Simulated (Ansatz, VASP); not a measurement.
# Ti: VASP beside Ansatz

```
Ti
1.0
     2.81920    0.00000    0.00000
    -0.93973    2.65797    0.00000
     0.00000    0.00000   18.60374
Ti
3
Direct
  0.50000 0.50000 0.37627
  0.00000 0.00000 0.49288
  0.50000 0.50000 0.60882
```

Alike in both runs: functional PBE; k mesh 11 × 11 × 1; occupations gaussian, width 0.1 eV; no spin polarisation.

Ansatz relaxed the structure, and its values are those at the end. VASP's run is a single point on that final structure, the one shown.

|  | VASP | Ansatz |
| --- | --- | --- |
| version | VASP 6.6.1 | Ansatz 0.2.0 |
| potentials or method | VASP PAW PBE potentials, release 64 (Ti_sv) | scalar-relativistic, plane waves, PAW |
| plane-wave cutoff (eV) | 520 | 420 |
| valence electrons in the cell | 36 | 36 |

|  | VASP | Ansatz | Ansatz less VASP |
| --- | --- | --- | --- |
| gap on the k mesh at the Fermi level (eV) | none | none | - |
| rms of the force components (eV/Å) | 0.013 | 0.012 | -0.0010 |

A gap of «none» marks a metal or a gap that the smearing closes. The functional is the same, so the differences come from potentials, cutoffs and numerics. Ansatz warned: «vacuum_below_fermi».
